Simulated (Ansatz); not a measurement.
## CuCl2: relaxation of cell and atoms with r2SCAN+U

CuCl2:

```
Cu Cl
1.0
    -2.25486    2.25486    6.85990
     2.25486   -2.25486    6.85990
     2.25486    2.25486   -6.85990
Cu Cl
1 2
Direct
  0.00000 0.00000 0.00000
  0.00000 0.50000 0.50000
  0.50000 0.00000 0.50000
```

Measurements of this composition are mostly on another form, of space group No. 12.

| Item | Value |
| --- | --- |
| Program | Ansatz 0.2.0 |
| Task | relaxation of cell and atoms |
| Functional | r2SCAN |
| Potentials or basis | Ansatz PAW |
| Cutoff | 500 eV (not typed: the program's choice for these potentials) |
| k mesh | 8 × 8 × 8 |
| Occupations | fermi-dirac, width 0.05 eV |
| Spin | no spin polarisation |
| Hubbard terms | Cu d U = 3 eV |
| Hubbard projectors | ortho-atomic (the default) |
| Double counting | fll (the default) |

| Item | Value |
| --- | --- |
| Relaxed volume | 25.73 Å³/atom |
| Relaxed cell | a = 4.963 Å, b = 4.963 Å, c = 4.963 Å, α = 126.03°, β = 126.03°, γ = 79.84° |
| Space group after relaxing (to 0.05 Å) | I4/mmm (No. 139) |
| Energy gained by relaxing | 25.2 meV/atom |
| Ionic steps | 15 |
| Pressure after relaxing | 0.0 GPa |
| Band gap on the k mesh | none (metal or under the smearing width) |

The path:
| step | energy change (eV) | largest force (eV/Å) | volume (Å³) |
| --- | --- | --- | --- |
| 1 | 0.0000 | 0.0000 | 139.51 |
| 2 | -0.0002 | 0.0000 | 139.23 |
| 3 | -0.0003 | 0.0000 | 138.87 |
| 4 | -0.0004 | 0.0000 | 138.82 |
| 5 | -0.0015 | 0.0000 | 131.93 |
| 6 | -0.0030 | 0.0000 | 125.13 |
| 7 | -0.0053 | 0.0000 | 118.42 |
| 8 | -0.0092 | 0.0000 | 111.69 |
| 9 | -0.0157 | 0.0000 | 104.95 |
| 10 | -0.0264 | 0.0000 | 98.06 |
| 11 | -0.0424 | 0.0000 | 91.23 |
| 12 | -0.0627 | 0.0000 | 84.42 |
| 13 | -0.0776 | 0.0000 | 77.62 |
| 14 | -0.0778 | 0.0000 | 77.19 |
| 15 | -0.0757 | 0.0000 | 77.19 |

Final structure:
```
Cu Cl
1.0
    -2.25173    2.25173    3.80608
     2.25173   -2.25173    3.80608
     2.25173    2.25173   -3.80608
Cu Cl
1 2
Direct
  0.00000 0.00000 0.00000
  0.00000 0.50000 0.50000
  0.50000 0.00000 0.50000
```

Levels at points of the mesh, in eV from the Fermi level:
```tsv
k point	band 14	band 15	band 16	band 17	band 18	band 19	band 20	band 21
(0.00, 0.00, 0.00)	-1.65	-1.40	-0.70	-0.70	3.91	7.35	9.73	9.76
(0.00, 0.00, -0.50)	-0.95	-0.33	0.24	2.04	5.59	8.83	9.42	9.82
(0.00, -0.50, 0.00)	-1.60	-0.76	-0.73	-0.59	7.19	7.42	10.36	10.80
(-0.50, -0.50, -0.50)	-1.91	-0.64	-0.64	-0.57	4.09	8.47	9.46	11.42
```

Eigenvalues of the final occupation matrices:
```
  site  spin  trace               eigenvalues
site 1     1   4.81  0.83 0.99 1.00 1.00 1.00
```

Run time: 3.8 min on 2 threads of Arm Neoverse V1, on a shared host, peak memory 0.96 GiB.

Caveat: the volume moved by over 15 % at a fixed basis, so the end points are rough; the plane-wave basis is chosen anew once the cell has moved, so the energies of steps on either side of that aren't comparable; an odd number of electrons without spin polarisation forces a metal; a magnetic or distorted state may lie lower; the run has no spin polarisation, though such a crystal can be magnetic; U without spin polarisation on a metal has little footing; the PAW data sets come from PBE, with cores solved anew for the run's functional, which leaves a small shift of forces and pressure.
